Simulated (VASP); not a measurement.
# MgSe (Fm-3m) in VASP: notebook

One crystal, MgSe, is run at these levels: r2SCAN; tasks: single point, relaxation of cell and atoms.

All numbers are computed with VASP 6.6.1; they aren't measurements. Logs are shortened: lines on timing, memory, paths and dates and some standing lists are left out, and cuts for length are marked.

**1. The structure**

It takes space group Fm-3m (No. 225, cubic). The conventional cell has a = 5.472 Å, b = 5.472 Å, c = 5.472 Å, α = 90.00°, β = 90.00°, γ = 90.00°. Mg (site symmetry m-3m) is surrounded by 6 Se at 2.74 Å. Around Se (site symmetry m-3m) lie 6 Mg at 2.74 Å.

**2. Single point, r2SCAN**

Input file POSCAR:

```
MgSe
1.0
    0.0000000000      2.7361372257      2.7361372257
    2.7361372257      0.0000000000      2.7361372257
    2.7361372257      2.7361372257      0.0000000000
Mg Se
1 1
Direct
    0.0000000000      0.0000000000      0.0000000000
    0.5000000000      0.5000000000      0.5000000000
```

Input file INCAR.step1:

```
  PREC = Accurate
  ENCUT = 520
  ISMEAR = 0
  SIGMA = 0.02
  LREAL = False
  LASPH = True
  NELM = 100
  NBANDS = 11
  GGA = PE
  ALGO = Normal
  EDIFF = 1E-4
  LWAVE = True
  LCHARG = False
```

Input file INCAR.step2:

```
  PREC = Accurate
  ENCUT = 520
  EDIFF = 1E-7
  ISMEAR = 0
  SIGMA = 0.02
  LREAL = False
  LASPH = True
  NELM = 100
  ALGO = Normal
  ISIF = 2
  LWAVE = False
  LCHARG = False
  METAGGA = R2SCAN
  LMIXTAU = True
  NBANDS = 11
  ISTART = 1
```

Input file KPOINTS:

```
Automatic mesh
0
Gamma
  8 8 8
```

Potentials or basis: VASP PAW PBE potentials, release 64 (Mg, Se).

Run with:

```
> cat potpaw_PBE.64/Mg/POTCAR potpaw_PBE.64/Se/POTCAR > POTCAR
> cp INCAR.step1 INCAR
> mpirun -np 1 vasp_std > vasp.out
> cp INCAR.step2 INCAR
> mpirun -np 1 vasp_std > vasp.out
```

OUTCAR:

```text
PREC = Accurate
   ENCUT = 520
   EDIFF = 1E-7
   ISMEAR = 0
   LREAL = False
   LASPH = True
   NELM = 100
   ISIF = 2
   METAGGA = R2SCAN
   ISTART = 1

 ion  position               nearest neighbor table
   1  0.000  0.000  0.000-   2 2.74   2 2.74   2 2.74   2 2.74   2 2.74   2 2.74
   2  0.500  0.500  0.500-   1 2.74   1 2.74   1 2.74   1 2.74   1 2.74   1 2.74

  LATTYP: Found a face centered cubic cell.
 ALAT       =     5.4722744514

  Lattice vectors:

 A1 = (   0.0000000000,   2.7361372257,   2.7361372257)
 A2 = (   2.7361372257,   0.0000000000,   2.7361372257)
 A3 = (   2.7361372257,   2.7361372257,   0.0000000000)

Analysis of symmetry for initial positions (statically):
=====================================================================
 Subroutine PRICEL returns:
 Original cell was already a primitive cell.

 Routine SETGRP: Setting up the symmetry group for a
 face centered cubic supercell.

 Subroutine GETGRP returns: Found 48 space group operations
 (whereof 48 operations were pure point group operations)
 out of a pool of 48 trial point group operations.

The static configuration has the point symmetry O_h .

Analysis of symmetry for dynamics (positions and initial velocities):
=====================================================================
 Subroutine PRICEL returns:
 Original cell was already a primitive cell.

 Routine SETGRP: Setting up the symmetry group for a
 face centered cubic supercell.

 Subroutine GETGRP returns: Found 48 space group operations
 (whereof 48 operations were pure point group operations)
 out of a pool of 48 trial point group operations.

The dynamic configuration has the point symmetry O_h .

 Subroutine INISYM returns: Found 48 space group operations
 (whereof 48 operations are pure point group operations),
 and found     1 'primitive' translations

----------------------------------------------------------------------------------------

                                     Primitive cell

  volume of cell :      40.9679

  direct lattice vectors                    reciprocal lattice vectors
     0.000000000  2.736137226  2.736137226    -0.182739373  0.182739373  0.182739373
     2.736137226  0.000000000  2.736137226     0.182739373 -0.182739373  0.182739373
     2.736137226  2.736137226  0.000000000     0.182739373  0.182739373 -0.182739373

  length of vectors
     3.869482373  3.869482373  3.869482373     0.316513878  0.316513878  0.316513878

  position of ions in fractional coordinates (direct lattice)
     0.000000000  0.000000000  0.000000000
     0.500000000  0.500000000  0.500000000

  ion indices of the primitive-cell ions
   primitive index   ion index
                 1           1
                 2           2

----------------------------------------------------------------------------------------

 KPOINTS: Automatic mesh

Automatic generation of k-mesh.
 Grid dimensions read from file:
 generate k-points for:    8    8    8

 Generating k-lattice:

  Cartesian coordinates                     Fractional coordinates (reciprocal lattice)
    -0.022842422  0.022842422  0.022842422     0.125000000  0.000000000  0.000000000
     0.022842422 -0.022842422  0.022842422     0.000000000  0.125000000  0.000000000
     0.022842422  0.022842422 -0.022842422     0.000000000  0.000000000  0.125000000

  Length of vectors
     0.039564235  0.039564235  0.039564235

  Shift w.r.t. Gamma in fractional coordinates (k-lattice)
     0.000000000  0.000000000  0.000000000

 Subroutine IBZKPT returns following result:
 ===========================================

 Found     29 irreducible k-points:

 Following reciprocal coordinates:
            Coordinates               Weight
  0.000000  0.000000  0.000000      1.000000
  0.125000  0.000000  0.000000      8.000000
  0.250000  0.000000  0.000000      8.000000
  0.375000  0.000000  0.000000      8.000000
  0.500000  0.000000  0.000000      4.000000
  0.125000  0.125000  0.000000      6.000000
[... 16 lines left out ...]
  0.500000  0.250000  0.125000     48.000000
 -0.375000  0.250000  0.125000     24.000000
 [... further k-points ...]
   k-points           NKPTS =     29   k-points in BZ     NKDIM =     29   number of bands    NBANDS=     11
   number of dos      NEDOS =    301   number of ions     NIONS =      2
   total plane-waves  NPLWV =  27000
   dimension x,y,z NGX =    30 NGY =   30 NGZ =   30
   dimension x,y,z NGXF=    60 NGYF=   60 NGZF=   60
   ions per type =               1   1
   NGX,Y,Z   is equivalent  to a cutoff of  12.89, 12.89, 12.89 a.u.
   NGXF,Y,Z  is equivalent  to a cutoff of  25.78, 25.78, 25.78 a.u.
 SYSTEM =  unknown system
   PREC   = accura    normal or accurate (medium, high low for compatibility)
   ISTART =      1    job   : 0-new  1-cont  2-samecut
   ICHARG =      0    charge: 1-file 2-atom 10-const
   ISPIN  =      1    spin polarized calculation?
   LNONCOLLINEAR =      F non collinear calculations
   LSORBIT =      F    spin-orbit coupling
   LASPH  =      T    aspherical Exc in radial PAW
   ENCUT  =  520.0 eV  38.22 Ry    6.18 a.u.   7.19  7.19  7.19*2*pi/ulx,y,z
   NELM   =    100;   NELMIN=  2; NELMDL=  0     # of ELM steps
   EDIFF  = 0.1E-06   stopping-criterion for ELM
   LREAL  =      F    real-space projection
   EDIFFG = 0.1E-05   stopping-criterion for IOM
   NSW    =      0    number of steps for IOM
   IBRION =     -1    ionic relax: 0-MD 1-quasi-New 2-CG
   NFREE  =      0    steps in history (QN), initial steepest desc. (CG)
   ISIF   =      2    stress and relaxation
   ISYM   =      2    0-nonsym 1-usesym 2-fastsym
   POTIM  = 0.5000    time-step for ionic-motion
   TEBEG  =    0.0;   TEEND  =   0.0 temperature during run
   PSTRESS=    0.0 pullay stress
   NELECT =       8.0000    total number of electrons
   NUPDOWN=      -1.0000    fix difference up-down
   EMIN   =  10.00;   EMAX   =-10.00  energy-range for DOS
   EFERMI =   0.00;   METHOD = LEGACY
   ISMEAR =     0;   SIGMA  =   0.02  broadening in eV -4-tet -1-fermi 0-gaus
   EFERMI_NEDOS =   21; number of points for ismear=-14 and -15
   IALGO  =     38    algorithm
   IMIX   =      4    mixing-type and parameters
     AMIX     =   0.40;   BMIX     =  1.00
     AMIX_MAG =   1.60;   BMIX_MAG =  1.00
  volume/ion in A,a.u.               =      20.48       138.23
  Fermi-wavevector in a.u.,A,eV,Ry     =   0.949781  1.794826 12.273605  0.902085
  Thomas-Fermi vector in A             =   2.078096
   LORBIT       =      0    0 simple, 1 ext, 2 COOP (PROOUT), +10 PAW based schemes
   METAGGA = R2SCAN    functional components
   LHFCALC =     F    Hartree Fock is set to
   AEXX    =    0.0000 exact exchange contribution
   IVDW    =     0    specifies the selected vdW correction
   LEPSILON=     F    determine dielectric tensor
   LRPA    =     F    only Hartree local field effects (RPA)
 non-spin polarized calculation
 Gauss-broadening in eV      SIGMA  =   0.02
  energy-cutoff  :      520.00
  volume of cell :       40.97
 maximum number of plane-waves:      1124
 NGX is ok and might be reduce to    30
   NGX = 15   NGY = 15   NGZ = 15

 number of electron       8.0000000 magnetization

 Free energy of the ion-electron system (eV)
  ---------------------------------------------------
  ext. energy  EPLUGINS =         0.00000000
  ---------------------------------------------------
  free energy    TOTEN  =       -21.37975000 eV

  energy without entropy =      -21.37975000  energy(sigma->0) =      -21.37975000

 E-fermi :   2.9669     XC(G=0):  -9.8057

 val. band max:        2.8714528171   @ k =   0.0000   0.0000   0.0000
 cond. band min:       5.3117911299   @ k =   0.5000   0.5000   0.0000
 fundamental gap:      2.4403383128
 Fermi energy:         2.9668814969

 k-point     1 :       0.0000    0.0000    0.0000
  band No.  band energies     occupation
      1     -10.4500      2.00000
      2       2.8715      2.00000
      3       2.8715      2.00000
      4       2.8715      2.00000
      5       6.2824      0.00000
      6      10.9009      0.00000
      7      10.9009      0.00000
      8      10.9009      0.00000
      9      13.4199      0.00000
     10      13.4199      0.00000
     11      14.8354      0.00000

 k-point     2 :       0.1250    0.0000    0.0000
  band No.  band energies     occupation
      1     -10.3151      2.00000
      2       1.7326      2.00000
      3       2.7693      2.00000
      4       2.7693      2.00000
      5       7.1777      0.00000
      6      10.6199      0.00000
      7      11.1330      0.00000
      8      11.1330      0.00000
      9      12.4928      0.00000
     10      12.4928      0.00000
     11      14.6176      0.00000

 k-point     3 :       0.2500    0.0000    0.0000
  band No.  band energies     occupation
      1      -9.9543      2.00000
      2      -0.0696      2.00000
      3       2.5464      2.00000
      4       2.5464      2.00000
      5       7.7122      0.00000
      6      10.5608      0.00000
      7      10.5608      0.00000
      8      11.3787      0.00000
      9      13.1456      0.00000
     10      13.1456      0.00000
     11      13.8416      0.00000

 k-point     4 :       0.3750    0.0000    0.0000
  band No.  band energies     occupation
      1      -9.5255      2.00000
      2      -1.4876      2.00000
      3       2.3501      2.00000
      4       2.3501      2.00000
      5       7.5005      0.00000
      6       9.8292      0.00000
      7       9.8292      0.00000
      8      12.4827      0.00000
      9      14.1109      0.00000
     10      15.1526      0.00000
     11      15.1526      0.00000
[... 239 lines left out ...]
 k-point    22 :       0.3750    0.2500    0.1250
  band No.  band energies     occupation
      1      -9.6736      2.00000
      2      -0.3292      2.00000
      3       1.3489      2.00000
      4       2.1712      2.00000
      5       8.3999      0.00000
      6       9.5318      0.00000
      7       9.8624      0.00000
      8      11.9961      0.00000
      9      13.1168      0.00000
     10      16.1466      0.00000
     11      16.8090      0.00000

 k-point    23 :       0.5000    0.2500    0.1250
  band No.  band energies     occupation
      1      -9.3138      2.00000
      2      -1.1473      2.00000
      3       0.8098      2.00000
      4       1.8398      2.00000
      5       8.2666      0.00000
      6       9.2443      0.00000
      7      10.7651      0.00000
      8      11.9025      0.00000
      9      14.5980      0.00000
     10      16.5129      0.00000
     11      17.3146      0.00000

 k-point    24 :      -0.3750    0.2500    0.1250
  band No.  band energies     occupation
      1      -9.1460      2.00000
      2      -1.5184      2.00000
      3       0.6696      2.00000
      4       1.6659      2.00000
      5       8.2333      0.00000
      6       8.9523      0.00000
      7      11.2811      0.00000
      8      12.6915      0.00000
      9      14.7934      0.00000
     10      15.5852      0.00000
     11      18.0182      0.00000

 [... further k-points ...]
[... 5 lines left out ...]
  --------------------------------------------------------------------------------------
  -------------------------------------------------------------------------------------
  Total       -0.0757846     -0.0757846     -0.0757846      0.0000000      0.0000000     -0.0000000
  in kB       -2.9637950     -2.9637950     -2.9637950      0.0000000      0.0000000     -0.0000000
  external PRESSURE =      -2.9637950 kB  Pullay stress =       0.0000000 kB

 VOLUME and BASIS-vectors are now :
 -----------------------------------------------------------------------------
  energy-cutoff  :      520.00
  volume of cell :       40.97
      direct lattice vectors                 reciprocal lattice vectors
     0.000000000  2.736137226  2.736137226    -0.182739373  0.182739373  0.182739373
     2.736137226  0.000000000  2.736137226     0.182739373 -0.182739373  0.182739373
     2.736137226  2.736137226  0.000000000     0.182739373  0.182739373 -0.182739373

 POSITION                                       TOTAL-FORCE (eV/Angst)
 -----------------------------------------------------------------------------------
      0.00000      0.00000      0.00000         0.000000     -0.000000     -0.000000
      2.73614      2.73614      2.73614        -0.000000      0.000000      0.000000
 -----------------------------------------------------------------------------------
    total drift:                               -0.000000     -0.000000      0.000000

  FREE ENERGIE OF THE ION-ELECTRON SYSTEM (eV)
  ---------------------------------------------------
  free  energy   TOTEN  =       -21.3797499964 eV

  energy  without entropy=      -21.3797499964  energy(sigma->0) =      -21.37975000
```

Run time: 64 s. Hardware: 1 thread of Intel Xeon Platinum 8375C at 2.90GHz (Ice Lake), shared host; peak memory 0.17 GiB.

What came out:

```
Free energy            : -21.3797 eV
Pressure               : -0.3 GPa
Band gap on the k mesh : 2.44 eV, indirect (least direct gap 3.41 eV)
```

Caveat: the PAW data sets were made with another functional, which shifts forces and pressure a little. A k mesh can miss the band edges.

**3. Single point, r2SCAN**

POSCAR is that of step 2.

Input file INCAR.step1:

```
SYSTEM = MgSe
PREC = Accurate
ENCUT = 520
ISMEAR = 0
SIGMA = 0.02
LREAL = .FALSE.
LASPH = .TRUE.
NELM = 60
NBANDS = 11
GGA = PE
ALGO = Normal
EDIFF = 1E-4
LWAVE = .TRUE.
LCHARG = .FALSE.
```

Input file INCAR.step2:

```
SYSTEM = MgSe
PREC = Accurate
ENCUT = 520
EDIFF = 1E-6
ISMEAR = 0
SIGMA = 0.02
LREAL = .FALSE.
LASPH = .TRUE.
NELM = 60
ALGO = Normal
ISIF = 2
LWAVE = .FALSE.
LCHARG = .FALSE.
METAGGA = R2SCAN
LMIXTAU = .TRUE.
NBANDS = 11
ISTART = 1
```

Input file KPOINTS:

```
Automatic mesh
0
G
  8 8 8
  0 0 0
```

Potentials or basis: VASP PAW PBE potentials, release 64 (Mg, Se).

Run with:

```
> cat potpaw_PBE.64/Mg/POTCAR potpaw_PBE.64/Se/POTCAR > POTCAR
> cp INCAR.step1 INCAR
> mpirun -np 1 vasp_std > vasp.out
> cp INCAR.step2 INCAR
> mpirun -np 1 vasp_std > vasp.out
```

It took 58 s on 1 thread of Intel Xeon Platinum 8375C at 2.90GHz (Ice Lake), shared host; peak memory 0.17 GiB.

Results (log left out):

```yaml
Free_energy: -21.3798 eV
Pressure: -0.3 GPa
Band_gap_on_the_k_mesh: 2.44 eV, indirect (least direct gap 3.41 eV)
```

Levels at points of the mesh, in eV from the valence-band top:
| k point | band 1 | band 2 | band 3 | band 4 | band 5 | band 6 | band 7 | band 8 |
| --- | --- | --- | --- | --- | --- | --- | --- | --- |
| (0.00, 0.00, 0.00) | -13.32 | 0.00 | 0.00 | 0.00 | 3.41 | 8.03 | 8.03 | 8.03 |
| (0.50, 0.00, 0.00) | -12.19 | -4.91 | -0.60 | -0.60 | 4.51 | 6.70 | 6.70 | 9.57 |
| (0.50, 0.50, 0.00) | -11.86 | -4.26 | -1.79 | -1.79 | 2.44 | 4.56 | 12.74 | 13.18 |

Caveat: the PAW data sets were made with another functional, which shifts forces and pressure a little. r2SCAN opens gaps a little over a GGA but as a rule still falls short of measured ones.

[end of part 1 of 2]
